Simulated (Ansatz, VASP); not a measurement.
## Two plane-wave programs on Sb2Se

```xyz
6
Lattice="0.0000 4.3346 4.3346 4.3346 0.0000 4.3346 4.3346 4.3346 0.0000" Properties=species:S:1:pos:R:3 pbc="T T T"
Sb    5.4183    5.4183    5.4183
Sb    3.2510    3.2510    5.4183
Sb    3.2510    5.4183    3.2510
Sb    5.4183    3.2510    3.2510
Se    0.0000    0.0000    0.0000
Se    2.1673    2.1673    2.1673
```

Alike in both runs: functional PBE; k mesh 4 × 4 × 4; occupations gaussian, width 0.1 eV; no spin polarisation.

Ansatz relaxed the structure, and its values are those at the end. VASP's run is a single point on that final structure, the one shown.

```csv
,VASP,Ansatz
version,VASP 6.6.1,Ansatz 0.2.0
potentials or method,"VASP PAW PBE potentials, release 64 (Sb, Se)","scalar-relativistic, plane waves, PAW"
plane-wave cutoff (eV),520,420
valence electrons in the cell,32,92
```

|  | VASP | Ansatz | Ansatz less VASP |
| --- | --- | --- | --- |
| gap on the k mesh at the Fermi level (eV) | none | none | - |
| pressure (GPa) | -0.1 | 0.0 | +0.08 |

A gap of «none» marks a metal or a gap that the smearing closes. The two sets of potentials don't hold the same shells in valence.

Spin-orbit coupling is left out, which matters for the levels of Sb.
